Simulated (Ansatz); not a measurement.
Consider the ligand exchange at the Al–N bond: `N=C(O)[NH][AlH2]` + `NC[SiH2]N` → `NC[SiH2][NH][AlH2]` + `N=C(N)O`.

Program: Ansatz. Geometries: PBE0-D4/def2-TZVP. ΔE: electronic, gas phase. CBS: MP2 limit from def2 TZ/QZ plus the TZ coupled-cluster correction, frozen cores. Functionals use def2-TZVPP. Each species was taken in one conformer, which may not be the lowest.

Task: Is it downhill or uphill in electronic energy at CCSD(T)/CBS, and by how much? (An estimate is asked.)

Result: Computed: Uphill: ΔE = +4.8 kJ/mol.

Task: What do these levels give: PBE-D4, PBE0-D4, ωB97M-V, PBE, r2SCAN, SCS-MP2/def2-TZVPP, CCSD/def2-TZVPP, HF/def2-QZVPP, MP2/def2-QZVPP, SCS-MP2/def2-QZVPP, MP2/CBS(def2), CCSD/CBS(def2)? (An estimate is asked.)

Result: Ansatz gave: PBE-D4 3.7, PBE0-D4 3.8, ωB97M-V 4.6, PBE 3.0, r2SCAN 3.3, SCS-MP2/def2-TZVPP 3.7, CCSD/def2-TZVPP 4.5, HF/def2-QZVPP 2.5, MP2/def2-QZVPP 4.2, SCS-MP2/def2-QZVPP 3.7, MP2/CBS(def2) 4.4, CCSD/CBS(def2) 4.8 kJ/mol.

Largest T1 diagnostic among the species: 0.014.
